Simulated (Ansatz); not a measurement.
# SnO2: properties at the relaxed cell

Aim: for SnO2, measure the bulk modulus from energies at several volumes.

Method: DFT r2SCAN, scalar-relativistic, plane waves, PAW, in Ansatz 0.2.0.

1 further run of the same task is left out (set aside as unsound or not needed). Runs told in other sessions of the task aren't counted.

## 1. The starting structure

Symmetry: P4_2/mnm, No. 136, tetragonal system. The conventional cell has a = 4.760 Å, b = 4.760 Å, c = 3.201 Å, α = 90.00°, β = 90.00°, γ = 90.00°. Around Sn (site symmetry mmm) lie 6 O at 2.06 to 2.07 Å. O (site symmetry m2m) is surrounded by 3 Sn at 2.06 to 2.07 Å.

As a file:

```cif
data_structure
_symmetry_space_group_name_H-M 'P4_2/mnm'
_symmetry_Int_Tables_number 136
_cell_length_a 4.7599
_cell_length_b 4.7599
_cell_length_c 3.2008
_cell_angle_alpha 90.000
_cell_angle_beta 90.000
_cell_angle_gamma 90.000
_cell_volume 72.52
loop_
_atom_site_label
_atom_site_type_symbol
_atom_site_symmetry_multiplicity
_atom_site_Wyckoff_symbol
_atom_site_fract_x
_atom_site_fract_y
_atom_site_fract_z
_atom_site_occupancy
Sn1 Sn 2 a 0.00000 0.00000 0.00000 1
O1 O 4 f 0.30591 0.30591 0.00000 1
```

It is the result of an earlier relaxation at this level (volume 12.09 Å³/atom; gap on the mesh: 1.77 eV).

## 2. Point at V/V0 = 0.97

Input file input.yaml:

```yaml
crystal:
  lattice:
    - [4.7118590287, 0.0, 0.0]
    - [0.0, 4.7118590287, 0.0]
    - [0.0, 0.0, 3.1684798694]
  atoms:
    - { symbol: Sn, position: [0.0, 0.0, 0.0] }
    - { symbol: Sn, position: [0.5, 0.5, 0.5] }
    - { symbol: O, position: [0.3059109374, 0.3059109374, 0.0] }
    - { symbol: O, position: [0.1940890626, 0.8059109374, 0.5] }
    - { symbol: O, position: [0.6940890626, 0.6940890626, 0.0] }
    - { symbol: O, position: [0.8059109374, 0.1940890626, 0.5] }
basis:
  ecutwfc: 500
kpoints:
  mp_grid: { grid: [6, 6, 8] }
hamiltonian:
  xc: r2scan
scf:
  occupations: { method: gaussian, width: 0.02 }
output:
  forces: true
  stress: true
  eigenvalues: true
relax:
  adjacent_minimum: "off"
  f_tol: 0.01
  max_steps: 30
  cell: { stress_tol: 0.1, fix: [volume] }
```

Launch:

```
> ansatz run input.yaml --threads 2 --pin off --max-ram 5120MiB --backend cpu --events-out ev --progress --plain --runs-dir out
```

## 3. Point at V/V0 = 1.03

input.yaml: that of step 2 with these lines changed.

```diff
@@ -2,5 +2,5 @@
   lattice:
-    - [4.7118590287, 0.0, 0.0]
-    - [0.0, 4.7118590287, 0.0]
-    - [0.0, 0.0, 3.1684798694]
+    - [4.807073753, 0.0, 0.0]
+    - [0.0, 4.807073753, 0.0]
+    - [0.0, 0.0, 3.2325068141]
   atoms:
@@ -24,2 +24,6 @@
   eigenvalues: true
+  write_density: true
+  write_potential: true
+  elf: true
+  volumetric_format: npy
 relax:
```

## 4. The cell scaled to 0.94 of its volume

Input file input.yaml:

```yaml
crystal:
  lattice:
    - [4.6523667724, 0.0, 0.0]
    - [0.0, 4.6523667724, 0.0]
    - [0.0, 0.0, 3.1495155586]
  atoms:
    - { symbol: Sn, position: [0.0, 0.0, 0.0] }
    - { symbol: Sn, position: [0.5, 0.5, 0.5] }
    - { symbol: O, position: [0.3054389507, 0.3054389507, 0.0] }
    - { symbol: O, position: [0.1945610493, 0.8054389507, 0.5] }
    - { symbol: O, position: [0.6945610493, 0.6945610493, 0.0] }
    - { symbol: O, position: [0.8054389507, 0.1945610493, 0.5] }
basis:
  ecutwfc: 500
kpoints:
  mp_grid: { grid: [6, 6, 8] }
hamiltonian:
  xc: r2scan
scf:
  occupations: { method: gaussian, width: 0.02 }
output:
  forces: true
  stress: true
  eigenvalues: true
relax:
  adjacent_minimum: "off"
  f_tol: 0.01
  max_steps: 30
  cell: { stress_tol: 0.1, fix: [volume] }
```

## 5. Point at V/V0 = 1.06

Input file input.yaml:

```yaml
crystal:
  lattice:
    - [4.8650974444, 0.0, 0.0]
    - [0.0, 4.8650974444, 0.0]
    - [0.0, 0.0, 3.2477797809]
  atoms:
    - { symbol: Sn, position: [0.0, 0.0, 0.0] }
    - { symbol: Sn, position: [0.5, 0.5, 0.5] }
    - { symbol: O, position: [0.3065540464, 0.3065540464, 0.0] }
    - { symbol: O, position: [0.1934459536, 0.8065540464, 0.5] }
    - { symbol: O, position: [0.6934459536, 0.6934459536, 0.0] }
    - { symbol: O, position: [0.8065540464, 0.1934459536, 0.5] }
basis:
  ecutwfc: 500
kpoints:
  mp_grid: { grid: [6, 6, 8] }
hamiltonian:
  xc: r2scan
scf:
  occupations: { method: gaussian, width: 0.02 }
output:
  forces: true
  stress: true
  eigenvalues: true
relax:
  adjacent_minimum: "off"
  f_tol: 0.01
  max_steps: 30
  cell: { stress_tol: 0.1, fix: [volume] }
```

## 6. Volume × 0.91

Input file input.yaml:

```yaml
crystal:
  lattice:
    - [4.5924169221, 0.0, 0.0]
    - [0.0, 4.5924169221, 0.0]
    - [0.0, 0.0, 3.1291225354]
  atoms:
    - { symbol: Sn, position: [0.0, 0.0, 0.0] }
    - { symbol: Sn, position: [0.5, 0.5, 0.5] }
    - { symbol: O, position: [0.305120743, 0.305120743, 0.0] }
    - { symbol: O, position: [0.194879257, 0.805120743, 0.5] }
    - { symbol: O, position: [0.694879257, 0.694879257, 0.0] }
    - { symbol: O, position: [0.805120743, 0.194879257, 0.5] }
basis:
  ecutwfc: 500
kpoints:
  mp_grid: { grid: [6, 6, 8] }
hamiltonian:
  xc: r2scan
scf:
  occupations: { method: gaussian, width: 0.02 }
output:
  forces: true
  stress: true
  eigenvalues: true
  write_density: true
  write_potential: true
  elf: true
  volumetric_format: npy
relax:
  adjacent_minimum: "off"
  f_tol: 0.01
  max_steps: 30
  cell: { stress_tol: 0.1, fix: [volume] }
```

## 7. Volume × 1.10

Input file input.yaml:

```yaml
crystal:
  lattice:
    - [4.9388123748, 0.0, 0.0]
    - [0.0, 4.9388123748, 0.0]
    - [0.0, 0.0, 3.2704794528]
  atoms:
    - { symbol: Sn, position: [0.0, 0.0, 0.0] }
    - { symbol: Sn, position: [0.5, 0.5, 0.5] }
    - { symbol: O, position: [0.3074012395, 0.3074012395, 0.0] }
    - { symbol: O, position: [0.1925987605, 0.8074012395, 0.5] }
    - { symbol: O, position: [0.6925987605, 0.6925987605, 0.0] }
    - { symbol: O, position: [0.8074012395, 0.1925987605, 0.5] }
basis:
  ecutwfc: 500
kpoints:
  mp_grid: { grid: [6, 6, 8] }
hamiltonian:
  xc: r2scan
scf:
  occupations: { method: gaussian, width: 0.02 }
output:
  forces: true
  stress: true
  eigenvalues: true
relax:
  adjacent_minimum: "off"
  f_tol: 0.01
  max_steps: 30
  cell: { stress_tol: 0.1, fix: [volume] }
```

## 8. Volume × 0.88

Input file input.yaml:

```yaml
crystal:
  lattice:
    - [4.531574612, 0.0, 0.0]
    - [0.0, 4.531574612, 0.0]
    - [0.0, 0.0, 3.1077651856]
  atoms:
    - { symbol: Sn, position: [0.0, 0.0, 0.0] }
    - { symbol: Sn, position: [0.5, 0.5, 0.5] }
    - { symbol: O, position: [0.3049442081, 0.3049442081, 0.0] }
    - { symbol: O, position: [0.1950557919, 0.8049442081, 0.5] }
    - { symbol: O, position: [0.6950557919, 0.6950557919, 0.0] }
    - { symbol: O, position: [0.8049442081, 0.1950557919, 0.5] }
basis:
  ecutwfc: 500
kpoints:
  mp_grid: { grid: [6, 6, 8] }
hamiltonian:
  xc: r2scan
scf:
  occupations: { method: gaussian, width: 0.02 }
output:
  forces: true
  stress: true
  eigenvalues: true
relax:
  adjacent_minimum: "off"
  f_tol: 0.01
  max_steps: 30
  cell: { stress_tol: 0.1, fix: [volume] }
```

(Steps that only read results are left out.)

Before running it: what results should come out? Wanted: equilibrium volume of the fit; bulk modulus.

As calculated:

| quantity | value |
| --- | --- |
| equilibrium volume of the fit | 12.09 Å³/atom |
| bulk modulus | 201 GPa |
| its pressure derivative | 5.2 |

What this shows: The fit puts the minimum at 12.09 Å³/atom with B = 201 GPa and B' = 5.2. The gap on the mesh goes from 3.33 eV at the smallest volume to 0.89 eV at the largest.

Spin-orbit coupling is left out, though the cell holds Sn; it can move the gap.
